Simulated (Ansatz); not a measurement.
Os: equation of state with r2SCAN+rVV10

The system is Os.

```xyz
2
Lattice="2.7341 0.0000 0.0000 -1.3671 2.3678 0.0000 0.0000 0.0000 4.3197" Properties=species:S:1:pos:R:3 pbc="T T T"
Os    1.3671    0.7893    3.2398
Os    0.0000    1.5785    1.0799
```

```
Program             : Ansatz 0.2.0
Task                : equation of state
Functional          : r2SCAN
Dispersion          : rVV10
Potentials or basis : Ansatz PAW
Cutoff              : 500 eV
Density cutoff      : 2500 eV
k mesh              : 11 × 11 × 6
Occupations         : fermi-dirac, width 0.05 eV
Spin                : no spin polarisation
```

The equilibrium volume is 13.92 Å³/atom, the bulk modulus at fixed shape and positions is 439 GPa and the pressure derivative of the bulk modulus is 4.8.

Energy against volume, from the lowest point:
| volume (Å³/atom) | energy (meV/atom) |
| --- | --- |
| 13.143 | 65.03 |
| 13.423 | 25.16 |
| 13.703 | 4.16 |
| 13.982 | 0.00 |
| 14.262 | 10.83 |
| 14.542 | 35.02 |
| 14.821 | 71.09 |

All runs of the series together: 20 s on 2 threads of Arm Neoverse V2, with other jobs on the host.

Caveat: the cell was scaled at fixed shape and fractional positions, which overstates the stiffness of a crystal with free parameters, most of all of layers and chains; the PAW data sets were made with another functional, which shifts forces and pressure a little. Spin-orbit coupling is left out, which matters for the levels of Os.
